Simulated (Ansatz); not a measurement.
Zr₂H₃ polymorphs, one row open

Computed with Ansatz 0.2.0, DFT PBE, scalar-relativistic, plane waves, PAW. All cells share a 420 eV cutoff and Γ-centred k meshes spaced at most about 0.3 Å⁻¹ (about 0.25 or finer for metals, 2π included). No spin polarisation.

These are static total energies at zero pressure. Rows are sorted by volume; energies count from the lowest form computed. Coordination counts H atoms around Zr (those within 1.25 times the shortest such distance or 1.15 times the sum of covalent radii; a plus sign parts nearer from farther groups; a slash parts the counts of unlike sites). The table shows 5 of 8 forms computed.

```tsv
row	form	source	atoms	coordination	V (Å³/atom)	gap on mesh (eV)	ΔE (meV/atom)
1	La2O3 (A sesquioxide) type, P-3m1	invented	5	Zr 4+3	10.4	0	?
2	Pm-3m	invented	5	Zr 6/12	10.8	0	266
3	R3m	invented	10	Zr 4/7/8	10.9	0	0
4	P-6m2	invented	5	Zr 3+3	11.5	0	327
5	P-3m1	invented	5	Zr 3	12.7	0	643
```

The cell of row 1:

```
Zr H
1.0
     3.24847    0.00000    0.00000
    -1.62423    2.81326    0.00000
     0.00000    0.00000    5.70529
Zr H
2 3
Direct
  0.33333 0.66667 0.23707
  0.66667 0.33333 0.76293
  0.00000 0.00000 0.00000
  0.33333 0.66667 0.60725
  0.66667 0.33333 0.39275
```

Problem. Estimate the missing energy, and say where the row ranks.

Solution. 16 meV/atom, which puts it above row 3 and below row 2. Counting H atoms around Zr, row 1 has Zr 4+3 and the lowest form (row 3) has Zr 4/7/8. Shaken at random and relaxed again, this cell came back. Checks: no imaginary mode on a 3×3×1 q mesh.

An observed structure of this formula, if there is one, may be missing.

The k mesh leaves some 4 meV/atom of noise in the energy of each metallic cell. With hydrogen, zero-point motion can shift such differences by 10 meV/atom or more. Cells without such a test can be saddle points. Some candidate types were left out of the draw beforehand, so a known form may be missing.
